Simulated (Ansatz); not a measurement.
Density of states of Si (C2/m, a = 13.913 Å, b = 3.867 Å, c = 6.365 Å, α = 90.00°, β = 96.86°, γ = 90.00°), in states per eV and primitive cell, averaged over bins of 0.4 eV. Level of theory: DFT PBE, scalar-relativistic, plane waves, PAW in Ansatz.

Cutoff 420 eV; k points 10×10×6 on the computed 8-atom cell (Γ-centred); Gaussian smearing, width 0.01 eV; no spin polarisation.

The cell is relaxed at this level. The states (both spins) are summed by tetrahedra on a 15×15×9 mesh at the self-consistent density. Energies are bin centres; the table starts no lower than −8 eV and ends at 6 eV, or lower where the solved bands end.

The gap is 0.29 eV at this level, with the zero inside it.

| E − E_F (eV) | total | Si 3p | Si 3s |
| --- | --- | --- | --- |
| -7.85 | 1.94 | 0.84 | 1.09 |
| -7.45 | 1.81 | 0.84 | 0.96 |
| -7.05 | 2.56 | 1.31 | 1.22 |
| -6.65 | 2.41 | 1.29 | 1.10 |
| -6.25 | 2.01 | 1.13 | 0.86 |
| -5.85 | 1.61 | 0.93 | 0.67 |
| -5.45 | 1.74 | 1.12 | 0.61 |
| -5.05 | 2.81 | 2.02 | 0.77 |
| -4.65 | 3.35 | 2.71 | 0.60 |
| -4.25 | 2.97 | 2.57 | 0.37 |
| -3.85 | 3.20 | 2.87 | 0.30 |
| -3.45 | 3.91 | 3.58 | 0.29 |
| -3.05 | 5.65 | 5.26 | 0.33 |
| -2.65 | 5.61 | 5.26 | 0.28 |
| -2.25 | 5.65 | 5.34 | 0.24 |
| -1.85 | 5.55 | 5.27 | 0.19 |
| -1.45 | 3.91 | 3.74 | 0.11 |
| -1.05 | 2.09 | 2.00 | 0.04 |
| -0.65 | 0.79 | 0.75 | 0.01 |
| -0.25 | 0.07 | 0.07 | 0.00 |
| 0.15 | 0.08 | 0.05 | 0.02 |
| 0.55 | 0.85 | 0.49 | 0.25 |
| 0.95 | 2.77 | 1.61 | 0.81 |
| 1.35 | 4.64 | 2.68 | 1.33 |
| 1.75 | 5.00 | 3.04 | 1.17 |
| 2.15 | 5.51 | 3.44 | 1.10 |
| 2.55 | 6.03 | 3.84 | 1.05 |
| 2.95 | 6.19 | 3.97 | 0.92 |
| 3.35 | 5.47 | 3.49 | 0.70 |
| 3.75 | 5.39 | 3.31 | 0.63 |
| 4.15 | 4.94 | 2.90 | 0.58 |
| 4.55 | 4.82 | 2.68 | 0.52 |
| 4.95 | 5.18 | 2.73 | 0.52 |
| 5.35 | 5.15 | 2.52 | 0.51 |
| 5.75 | 4.52 | 2.07 | 0.43 |

The columns after the total are the Löwdin projections on the occupied valence shells of the potentials. The rest of the total lies in shells that are empty in the free atom, which aren't projected, and between the atoms.

This form isn't the element's structure at ambient conditions.

Cost: 1 run of about 4.1 core-minutes, on Intel Xeon Platinum 8488C (Sapphire Rapids) (shared hosts).